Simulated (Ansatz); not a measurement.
AgBr under changes of volume

One of the cells (23.644 Å³/atom); the others are scaled copies at fixed shape and fractional positions:

```
Ag Br
1.0
     0.00000    2.87015    2.87015
     2.87015    0.00000    2.87015
     2.87015    2.87015    0.00000
Ag Br
1 1
Direct
  0.00000 0.00000 0.00000
  0.50000 0.50000 0.50000
```

| Item | Value |
| --- | --- |
| Program | Ansatz 0.2.0 |
| Functional | rPW86-PBE |
| Dispersion | rVV10 |
| Potentials or basis | Ansatz PAW |
| Cutoff | 420 eV (not typed: the program's choice for these potentials) |
| k mesh | 8 × 8 × 8 |
| Occupations | fermi-dirac, width 0.05 eV |
| Spin | no spin polarisation |

```csv
volume (Å³/atom),energy over the lowest point (meV/atom),pressure (GPa),gap on the mesh (eV)
22.225,47.49,6.7,0.52
22.698,30.17,5.1,0.51
23.171,17.22,3.7,0.50
23.644,8.15,2.5,0.50
24.116,2.53,1.4,0.50
24.589,0.00,0.4,0.50
25.062,?,?,?
```

What does the run at 25.062 Å³/atom give?

Energy over the lowest point 0.19 meV/atom; pressure -0.5 GPa; gap on the mesh 0.50 eV.

Worked out: A Birch-Murnaghan fit of order 3 (a polynomial in V^(-2/3)) to the other rows has its minimum at 24.78 Å³/atom, just outside them, with B0 = V·E''(V) = 46 GPa and B' = 5.0. It gives 0.21 meV/atom at 25.062 Å³/atom, against the run's 0.19, and -dE/dV = -0.5 GPa, against -0.5. A straight line through the other rows of the gap, of slope -0.185 eV per unit of ln V, extrapolates to 0.49 eV, against the run's 0.50.

Energies are extrapolated to zero smearing.

Caveats: the PAW data sets come from PBE, with cores solved anew for the run's functional, which leaves a small shift of forces and pressure.

A mesh can miss the band edges. Spin-orbit coupling on Ag, Br is left out.
